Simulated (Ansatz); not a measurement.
System: HgSe (zinc blende type), 2 atoms in the cell.

```yaml
crystal:
  lattice:
    - [0.00000, 3.13500, 3.13500]
    - [3.13500, 0.00000, 3.13500]
    - [3.13500, 3.13500, 0.00000]
  atoms:
    - { symbol: Hg, position: [0.00000, 0.00000, 0.00000] }
    - { symbol: Se, position: [0.25000, 0.25000, 0.25000] }
```
Lattice in Å, positions in fractions of it.

Code and potentials: Ansatz PAW hard set, 700 eV. Settings of the plain PBE run: k-mesh 6×6×6 Γ-centred; Fermi–Dirac smearing of 0.02 eV; no spin polarisation; no spin–orbit coupling.

Plain PBE gives:

- Pressure: -0.17 GPa

Task: What changes under PBE with spin–orbit coupling?

Result: The pressure decreases by 0.48 GPa to -0.65 GPa.

Task: What changes under r²SCAN?

Result: The pressure falls by 1.69 GPa to -1.86 GPa.

The stress includes the program's correction for the finite plane-wave basis.

The k-mesh is modest, so these values aren't fully converged in k. Potentials made with PBE were used with another functional (at least in: Ansatz PAW hard set, 700 eV (r²SCAN)).
